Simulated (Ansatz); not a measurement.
Cu2O (Cuprite) under changes of volume

One of the cells (12.885 Å³/atom); the others are scaled copies at fixed shape and fractional positions:

```
CELL_PARAMETERS angstrom
4.26000 0.00000 0.00000
0.00000 4.26000 0.00000
0.00000 0.00000 4.26000
ATOMIC_POSITIONS crystal
Cu 0.75000 0.25000 0.75000
Cu 0.75000 0.75000 0.25000
Cu 0.25000 0.75000 0.75000
Cu 0.25000 0.25000 0.25000
O 0.50000 0.50000 0.50000
O 0.00000 0.00000 0.00000
```

* Program: Ansatz 0.2.0
* Functional: RPBE
* Potentials or basis: Ansatz PAW
* Cutoff: 420 eV (not typed: the program's choice for these potentials)
* k mesh: 6 × 6 × 6
* Occupations: fermi-dirac, width 0.05 eV
* Spin: no spin polarisation

```csv
volume (Å³/atom),energy over the lowest point (meV/atom),pressure (GPa),gap on the mesh (eV)
12.112,77.10,17.0,0.68
12.369,52.70,13.5,0.63
12.627,?,?,?
12.885,19.23,7.6,0.54
13.142,9.15,5.0,0.50
13.400,2.88,2.8,0.46
13.658,0.00,0.8,0.42
```

Problem. What does the run at 12.627 Å³/atom give?

Solution. Energy over the lowest point 33.61 meV/atom; pressure 10.4 GPa; gap on the mesh 0.58 eV.

Worked out: A Birch-Murnaghan fit of order 3 (a polynomial in V^(-2/3)) to the other rows has its minimum at 13.77 Å³/atom, just outside them, with B0 = V·E''(V) = 96 GPa and B' = 5.0. It gives 33.57 meV/atom at 12.627 Å³/atom, against the run's 33.61, and -dE/dV = 10.3 GPa, against 10.4. A straight line through the other rows of the gap, of slope -2.15 eV per unit of ln V (its deformation potential), gives 0.59 eV, against the run's 0.58.

Energies are extrapolated to zero smearing.

Caveats: the PAW data sets come from PBE, with cores solved anew for the run's functional, which leaves a small shift of forces and pressure.

A mesh can miss the band edges.
